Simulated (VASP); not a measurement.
CdO (Monteponite):

```
Cd O
1.0
     0.00000    2.34950    2.34950
     2.34950    0.00000    2.34950
     2.34950    2.34950    0.00000
Cd O
1 1
Direct
  0.00000 0.00000 0.00000
  0.50000 0.50000 0.50000
```

- Program: VASP 6.6.1
- Task: relaxation of cell and atoms
- Functional: RPBE
- Dispersion: D4
- Potentials or basis: VASP PAW PBE potentials, release 64 (Cd, O)
- Cutoff: 600 eV
- k mesh: 10 × 10 × 10
- Occupations: fermi-dirac, width 0.05 eV
- Spin: no spin polarisation

At the start: pressure 4.6 GPa; volume 12.97 Å³/atom.

**Question.** Where does the relaxation end?

**Answer.** Over 3 steps the energy falls by 6.1 meV/atom and the volume is 13.40 Å³/atom (+3.4 %); space group Fm-3m (No. 225, to 0.05 Å).

The path:
```
step  energy change (eV)  largest force (eV/Å)  pressure (GPa)  volume (Å³)
   1              0.0000                0.0000            4.64        25.94
   2             -0.0075                0.0000           -2.59        27.38
   3             -0.0122                0.0000            0.00        26.81
```

Final structure:
```
CELL_PARAMETERS angstrom
0.00000 2.37546 2.37546
2.37546 0.00000 2.37546
2.37546 2.37546 0.00000
ATOMIC_POSITIONS crystal
Cd 0.00000 0.00000 0.00000
O 0.50000 0.50000 0.50000
```

Caveat: the PAW data sets were made with another functional, which shifts forces and pressure a little; pairwise dispersion overbinds metals, which lowers pressure and volume.
